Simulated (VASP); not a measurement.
# C: kinetic-energy density

C, P6_3/mmc (no. 194), 4 atoms in the cell. PBE; PAW potentials C (PBE set).

## Input

INCAR:
```
SYSTEM = C
PREC     = Accurate       ! precision mode
ENCUT    = 520            ! plane-wave cutoff, eV
EDIFF    = 1E-7           ! SCF threshold, eV
ISMEAR   = 0              ! smearing method
SIGMA    = 0.02           ! smearing width, eV
LREAL    = .False.        ! projectors in reciprocal space
LASPH    = .True.         ! aspherical terms in the spheres
ALGO     = Normal         ! electronic algorithm
NELM     = 100            ! most SCF steps
ISIF     = 2              ! what is computed and relaxed
LWAVE    = .False.        ! write WAVECAR
LCHARG   = .True.         ! write CHGCAR
LTAU     = .True.        
```

KPOINTS:
```
k-points
0
Gamma
  10 10 4
```

POSCAR:
```
C
1.0
    2.4610000000      0.0000000000      0.0000000000
   -1.2305000000      2.1312885187      0.0000000000
    0.0000000000      0.0000000000      6.7080000000
C
4
Direct
    0.0000000000      0.0000000000      0.2500000000
    0.0000000000      0.0000000000      0.7500000000
    0.3333333333      0.6666666667      0.2500000000
    0.6666666667      0.3333333333      0.7500000000
```

Commands:
```
cat potpaw_PBE.64/C/POTCAR > POTCAR
mpirun -np 1 vasp_std > vasp.out
```

## Result

- Kinetic energy of the pseudo orbitals (eV): 378.63

VASP 6.6.1 took 13 s on 1 core (Intel Xeon Platinum 8559C (Emerald Rapids)), a shared host.
